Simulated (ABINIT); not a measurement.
Write the native input for ABINIT 10.8.3 (patched build) that does the following.

```
Task                : equation of state
Functional          : LDA
Potentials or basis : JTH PAW LDA v2.0
Cutoff              : 1116 eV
k mesh              : 11 × 11 × 11
Occupations         : fermi-dirac, width 0.05 eV
Spin                : collinear spin, ferromagnetic start
Starting moments    : [1.0] μB
Fine-grid cutoff    : 1714.32 eV
```

The system is Ni.

```
CELL_PARAMETERS angstrom
-1.38372 1.38372 1.38372
1.38372 -1.38372 1.38372
1.38372 1.38372 -1.38372
ATOMIC_POSITIONS crystal
Ni 0.00000 0.00000 0.00000
```

This isn't the form of Ni at room conditions, which is fcc.

The input as run:

run.abi

```
# Datasets: one volume each
ndtset 7
getwfk -1
scalecart1 3*0.9795861087
scalecart2 3*0.9864848297
scalecart3 3*0.9932883884
scalecart4 3*1.0000000000
scalecart5 3*1.0066227096
scalecart6 3*1.0131594038
scalecart7 3*1.0196128224

# Pseudopotentials
pp_dirpath "./"
pseudos "Ni.LDA_PW-JTH.xml"

# Structure
acell 3*1.0
rprim
    -2.6148432727     2.6148432727     2.6148432727
     2.6148432727    -2.6148432727     2.6148432727
     2.6148432727     2.6148432727    -2.6148432727
ntypat 1
znucl 28
natom 1
typat 1
xred
     0.0000000000     0.0000000000     0.0000000000

# Plane-wave basis
ecut 41.0
pawecutdg 63.0

# k points
kptopt 1
ngkpt 11 11 11
nshiftk 1
shiftk 0.0 0.0 0.0

# Exchange and correlation
ixc 7

# Bands and occupations
nband 14
occopt 3
tsmear 0.05 eV

# Spin
nsppol 2
spinat
     0.0000000000     0.0000000000     1.0000000000

# SCF cycle
nstep 100
tolvrs 1.0e-9

# Output
iomode 3
prtwf 1
prtden 0
prteig 0
prtebands 0
enunit 1
```

Potentials or basis: JTH PAW LDA v2.0.

Launch:

```console
$ abinit run.abi > log 2>&1
```

It gave:

| Quantity | Value |
| --- | --- |
| Equilibrium volume | 10.17 Å³/atom |
| Bulk modulus | 233 GPa |
| Pressure derivative of the bulk modulus | 4.1 (rough: it moves with the points fitted) |

Caveat: pressures at fixed basis lie under the slope of the energies.

It took 6 min on 1 thread of Arm Neoverse V1, on a shared host, peak memory 0.15 GiB.
